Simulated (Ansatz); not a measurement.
# Structure relaxation of Ta2C3

All numbers below come from DFT PBE, scalar-relativistic, plane waves, PAW (Ansatz). Cutoff 420 eV, Γ-centred k mesh, Gaussian smearing, no spin polarisation in the final step.

Ta2C3 was placed on the A-type sesquioxide structure type (P-3m1, No. 164), with Ta in place of La, C in place of O, at a guessed volume.

```
CELL_PARAMETERS angstrom
3.43941 0.00000 0.00000
-1.71970 2.97862 0.00000
0.00000 0.00000 5.35116
ATOMIC_POSITIONS crystal
Ta 0.33333 0.66667 0.24500
Ta 0.66667 0.33333 0.75500
C 0.00000 0.00000 0.00000
C 0.33333 0.66667 0.64500
C 0.66667 0.33333 0.35500
```

Steps on the 6×6×4 mesh (5 atoms). 11 of 16 steps are shown, and the free energy counts from the last. Trial steps that were taken back and renewals of the plane-wave basis can be among the rows.

| step | ΔF (meV/atom) | V (Å³/atom) | P (GPa) | largest force component (eV/Å) |
| --- | --- | --- | --- | --- |
| 1 | 390.3 | 10.96 | 13.47 | 1.038 |
| 2 | 348.5 | 11.62 | -1.79 | 0.962 |
| 4 | 249.1 | 11.42 | -6.32 | 0.427 |
| 5 | 192.9 | 10.81 | -4.22 | 1.901 |
| 6 | 116.8 | 10.24 | 0.16 | 2.195 |
| 8 | 36.6 | 10.31 | -4.81 | 1.044 |
| 9 | 19.2 | 10.21 | 2.18 | 0.373 |
| 11 | 12.9 | 10.18 | 0.41 | 0.010 |
| 13 | 1.1 | 10.19 | 0.90 | 0.014 |
| 15 | 0.0 | 10.18 | -0.04 | 0.004 |
| 16 | 0.0 | 10.18 | -0.05 | 0.004 |

A final relaxation ran on a 12×12×6 mesh. The relaxed crystal, P-3m1 (No. 164):

Space group P-3m1 (No. 164). a = 3.025 Å, b = 3.025 Å, c = 6.441 Å, α = 90.00°, β = 90.00°, γ = 120.00°
```
atom site symmetry x y z
  Ta    2d       3m.  0.3333  0.6667  0.2084
   C    1a      -3m.  0.0000  0.0000  0.0000
   C    2d       3m.  0.3333  0.6667  0.5453
```

```
Volume per atom          : 10.21 Å³
Density                  : 12.94 g/cm³
Energy over the elements : 0.26 eV/atom
Gap on the 12×12×6 mesh  : 0 eV (a metal)
```

Formation energies are uncorrected and refer to the elements' standard structures at the same level.

The final run used a 12×12×6 mesh on its 5-atom cell and 0.10 eV smearing. For metals, differences of a few meV/atom aren't resolved. Spin–orbit coupling is left out.

A later test with randomly moved atoms lowered the energy by 318 meV/atom on a coarse mesh, so it isn't stable against such moves and is likely a saddle point held by symmetry.

Cost: 6 runs of about 5.9 core-minutes in all, on Intel Xeon 6975P-C (Granite Rapids) (shared hosts).